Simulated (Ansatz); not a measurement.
Method: DFT PBE, scalar-relativistic, plane waves, PAW in Ansatz 0.2.0. Settings: cutoff 420 eV, Γ-centred meshes spaced at most about 0.3 Å⁻¹, and about 0.25 Å⁻¹ or finer for metals (2π included), Gaussian smearing. No spin polarisation in the final relaxations.

Temperature and zero-point effects are left out.

Two forms of Se were relaxed alike.

A. Space group P6/mmm (No. 191), hexagonal, a = 4.479 Å, c = 4.274 Å. Around Se lie 3 Se at 2.59 Å.

B. Space group P4/mmm (No. 123), tetragonal, a = 2.635 Å, c = 4.338 Å. Around Se lie 4 Se at 2.63 Å.

Question: Which is lower in energy, and by how much?

Answer: B is lower, by 291 meV/atom. A has space group P6/mmm (No. 191), 37.1 Å³/atom and no gap on its mesh; B has space group P4/mmm (No. 123), 30.1 Å³/atom and no gap. Counting all near atoms (those within 1.25 times the shortest such distance or 1.15 times the sum of covalent radii, 1.27 where that leaves under three), A has Se 3 and B has Se 4. Both come from invented guesses. A third cell relaxed alike, in P4/nmm, lies 32 meV/atom below the lower of the two. The part of the Crystallography Open Database at hand lists Se in space groups No. 14, 148, 152, 154, 166 and others; no cell shown has one of them.

Weakly bound directions are ill-defined at this level, which has no dispersion term (P6/mmm, P4/mmm), and this can change margins and order among such cells. A magnetic state wasn't ruled out in cells without spin, among them P6/mmm. Cells relaxed within their symmetry can be saddle points.
